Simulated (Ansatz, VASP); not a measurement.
Given: the input of a run of Ansatz 0.2.0 on LiCl.

input.yaml

```yaml
crystal:
  lattice:
    - [3.8985399233, 0.0, 0.0]
    - [-1.9492699617, 3.3762346113, 0.0]
    - [0.0, 0.0, 6.3144942044]
  atoms:
    - { symbol: Cl, position: [0.3333333333, 0.6666666667, 0.998984] }
    - { symbol: Cl, position: [0.6666666667, 0.3333333333, 0.498984] }
    - { symbol: Li, position: [0.3333333333, 0.6666666667, 0.376017] }
    - { symbol: Li, position: [0.6666666667, 0.3333333333, 0.876017] }
hamiltonian:
  xc: pbe
  pseudopotentials: { kind: paw }
kpoints:
  mp_grid: { grid: [8, 8, 4] }
scf:
  occupations: { method: fermi_dirac, width: 0.05 }
output:
  forces: true
  stress: true
  eigenvalues: true
```

Potentials or basis: Ansatz PAW.

Command:

```sh
$ ansatz run input.yaml --threads 2 --pin off --max-ram 5120MiB --backend cpu --events-out ev --progress --plain --runs-dir out
```

Q: Translate it to VASP 6.6.1. Potentials there: VASP PAW PBE potentials, release 64 (Cl, Li_sv).

A: As run (the cutoff follows the program's own potentials):

The input INCAR:

```
SYSTEM = LiCl
PREC     = Accurate       ! precision mode
ENCUT    = 520            ! plane-wave cutoff, eV
EDIFF    = 1E-6           ! SCF threshold, eV
ISMEAR   = -1             ! smearing method
SIGMA    = 0.05           ! smearing width, eV
LREAL    = .FALSE.        ! projectors in reciprocal space
LASPH    = .TRUE.         ! aspherical terms in the spheres
NELM     = 80             ! most SCF steps
ALGO     = Normal         ! electronic algorithm
ISIF     = 2              ! what is computed and relaxed
LWAVE    = .FALSE.        ! write WAVECAR
LCHARG   = .TRUE.         ! write CHGCAR
GGA      = PE             ! functional
LELF     = .TRUE.         ! ELF
LVHAR    = .TRUE.       
NBANDS   = 18             ! bands
```

KPOINTS

```
regular mesh
0
G
  8 8 4
  0 0 0
```

The input POSCAR:

```
LiCl
1.0
    3.8985399233      0.0000000000      0.0000000000
   -1.9492699617      3.3762346113      0.0000000000
    0.0000000000      0.0000000000      6.3144942044
Cl Li
2 2
Direct
    0.3333333333      0.6666666667      0.9989840000
    0.6666666667      0.3333333333      0.4989840000
    0.3333333333      0.6666666667      0.3760170000
    0.6666666667      0.3333333333      0.8760170000
```

Potentials or basis: VASP PAW PBE potentials, release 64 (Cl, Li_sv).

Launch:

```sh
$ cat potpaw_PBE.64/Cl/POTCAR potpaw_PBE.64/Li_sv/POTCAR > POTCAR
$ mpirun -np 1 vasp_std > vasp.out
```

Both were run:

|  | VASP | Ansatz | Ansatz less VASP |
| --- | --- | --- | --- |
| gap on the k mesh at the Fermi level (eV) | 6.01 | 6.00 | -0.005 |
| least direct gap on the mesh (eV) | 6.01 | 6.00 | -0.005 |
| rms of the force components (eV/Å) | 0.010 | 0.010 | 0.0000 |

Atom by atom the forces differ by 0.000 eV/Å (rms over components).

 A k mesh can miss the band edges. As with any semilocal functional, this PBE gap is likely too small.
